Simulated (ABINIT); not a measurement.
CuAu, 2 atoms in the cell. Symmetry: P4/mmm, No. 123, tetragonal system. The conventional cell has a = 2.811 Å, b = 2.811 Å, c = 3.685 Å, α = 90.00°, β = 90.00°, γ = 90.00°. Au (site symmetry 4/mmm) has 8 Cu at 2.71 Å and 4 Au at 2.81 Å as nearest neighbours. Around Cu (site symmetry 4/mmm) lie 8 Au at 2.71 Å and 4 Cu at 2.81 Å. 

| Item | Value |
| --- | --- |
| Program | ABINIT 10.8.3 (patched build) |
| Task | band structure |
| Functional | WC |
| Potentials or basis | JTH PAW PBE v2.0 |
| Cutoff | 844 eV |
| k mesh | 9 × 9 × 7 |
| Occupations | fermi-dirac, width 0.05 eV |
| Spin | no spin polarisation |
| Fine-grid cutoff | 1442.2 eV |

Potentials or basis: JTH PAW PBE v2.0.

Launch:

```console
$ abinit run.abi > log 2>&1
```

Hardware: 1 thread of Intel(R) Xeon(R) Platinum 8488C (Sapphire Rapids) (shared host).

Task: Estimate the wall time of this run.

Result: It took 3.5 min on 1 thread of Intel(R) Xeon(R) Platinum 8488C (Sapphire Rapids) (shared host), peak memory 0.16 GiB. Counts: scf iterations 38, mpi ranks 1, k points 60, bands 19, plane waves 1639.
